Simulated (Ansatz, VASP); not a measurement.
**Two plane-wave programs on Se**

INCAR

```
SYSTEM = Se
  ALGO = Fast
  EDIFF = 1E-7
  EDIFFG = -0.03
  ENCUT = 600
  GGA = PE
  IBRION = 2
  ISIF = 3
  ISMEAR = 0
  LASPH = .True.
  LCHARG = .False.
  LREAL = .False.
  LWAVE = .False.
  NELM = 80
  NSW = 80
  PREC = Accurate
  SIGMA = 0.05
```

File KPOINTS:

```
k-points
0
Gamma
  10 10 10
  0 0 0
```

The input POSCAR:

```
Se
1.0
    1.9250000000      1.1113992682      0.8816666667
   -1.9250000000      1.1113992682      0.8816666667
    0.0000000000     -2.2227985364      0.8816666667
Se
1
Direct
    0.0000000000      0.0000000000      0.0000000000
```

Input for Ansatz:

```yaml
crystal:
  lattice:
    - [1.925, 1.1113992682, 0.8816666667]
    - [-1.925, 1.1113992682, 0.8816666667]
    - [0.0, -2.2227985364, 0.8816666667]
  atoms:
    - { symbol: Se, position: [0.0, 0.0, 0.0] }
basis:
  ecutwfc: 420
  ecutrho_ratio: 4
kpoints:
  mp_grid: { grid: [10, 10, 10] }
hamiltonian:
  xc: pbe
scf:
  occupations: { method: gaussian, width: 0.05 }
output:
  forces: true
  stress: true
  eigenvalues: true
relax:
  f_tol: 0.03
  max_steps: 60
  cell: { stress_tol: 0.3 }
```

This isn't the form of Se at room conditions, which is trigonal, of chains.

Alike in both runs: task relaxation of cell and atoms; functional PBE; k mesh 10 × 10 × 10; occupations gaussian, width 0.05 eV; no spin polarisation.

|  | VASP | Ansatz |
| --- | --- | --- |
| version | VASP 6.6.1 | Ansatz 0.2.0 |
| potentials or method | VASP PAW PBE potentials, release 64 (Se) | scalar-relativistic, plane waves, PAW |
| plane-wave cutoff (eV) | 600 | 420 |
| valence electrons in the cell | 6 | 16 |

VASP gave:

| Quantity | Value |
| --- | --- |
| gap on the k mesh at the Fermi level, each at its own relaxed structure (eV) | none |
| relaxed volume (Å³/atom) | 22.70 |
| relaxed cell length with the largest relative difference (Å) | 2.832 |
| energy change over the relaxation (meV/atom) | -3057 |

Task: Estimate Ansatz's values.

Result: gap on the k mesh at the Fermi level, each at its own relaxed structure (eV): none; relaxed volume (Å³/atom): 22.69; relaxed cell length with the largest relative difference (Å): 2.832; energy change over the relaxation (meV/atom): -3040.

A gap of «none» marks a metal or a gap that the smearing closes. The two sets of potentials don't hold the same shells in valence.

Caveats: the volume moved by over 15 % at a fixed basis, so the end points are rough; the volume moved by +101 % from the deposited cell, more than functionals usually miss. PBE usually gives volumes a little too large and moduli too small. Zero-point motion and thermal expansion aren't in these numbers.
